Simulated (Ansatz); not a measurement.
# CoO, relaxed from a zincblende start to space group I-4m2 (read at 0.02 Å)

Level of theory: DFT, PBE with spin–orbit coupling, two-component spinors; plane waves to 420 eV with PAW datasets (Ansatz 0.2.0), Γ-centred 12×12×6 mesh, 0.05 eV Gaussian smearing. The datasets are Ansatz's generated set soft_2.

```
CELL_PARAMETERS angstrom
0.00000 2.26568 2.26568
4.41628 2.26568 2.26568
4.41628 4.53136 0.00000
ATOMIC_POSITIONS crystal
Co 0.00000 0.00000 0.00000
O 0.25000 0.25000 0.00000
Co 0.00000 0.00000 0.50000
O 0.25000 0.25000 0.50000
```

The start was a prototype's sites filled with these elements. The Crystallography Open Database lists the compound in space groups I4/mmm, Fm-3m (rock salt), so this is a trial structure.

Starting moments (μB, in the order of the atoms): 3.0, 0.0, -3.0, 0.0. Spin axis [001].

The run ends antiferromagnetic, with site spin moments Co 2.10, -2.10 μB.

The pressure at this geometry is -0.1 GPa.

Task: Which orbitals carry the states at the Fermi level, and how many states are there?

Result: Within 0.1 eV of it: Co 3d 83 %, O 2p 16 % (shares among the projected shells). The density of states at the Fermi level is about 1.2 states/eV per cell, averaged over 0.3 eV.

Density of states (tetrahedra, averaged over 0.5 eV; states/eV per cell of 4 atoms; energy in eV from the Fermi level; projections on Löwdin-orthogonalised atomic orbitals, summed over sites):

```
    E  total  Co 3d  O 2p  Co 4s  O 2s
-5.60    7.6    1.9   5.5    0.1   0.0
-5.10    2.3    0.4   1.9    0.0   0.0
-4.60    0.0    0.0   0.0    0.0   0.0
-4.10    0.0    0.0   0.0    0.0   0.0
-3.60    0.0    0.0   0.0    0.0   0.0
-3.10    0.9    0.8   0.1    0.0   0.0
-2.60    4.6    4.1   0.4    0.0   0.0
-2.10    6.8    6.0   0.6    0.0   0.0
-1.60    5.6    4.7   0.8    0.0   0.0
-1.10    2.1    1.6   0.4    0.0   0.0
-0.60    5.9    5.2   0.6    0.0   0.0
-0.10    2.5    1.9   0.4    0.0   0.0
 0.40    2.9    2.3   0.4    0.1   0.1
 0.90    4.4    3.4   0.7    0.1   0.1
 1.40    4.2    3.1   0.9    0.1   0.1
 1.90    0.5    0.3   0.1    0.1   0.0
 2.40    0.3    0.0   0.1    0.1   0.0
 2.90    0.3    0.0   0.1    0.2   0.0
```

Site moments are of spin, integrated over Gaussian weights of 0.5 Å, which gives about a tenth less on f atoms than spheres do. Compounds of this kind are often insulators, Mott or charge-transfer ones with an open 3d shell, so the metal found may come from the functional, which lacks a U or exact exchange, or from the structure.
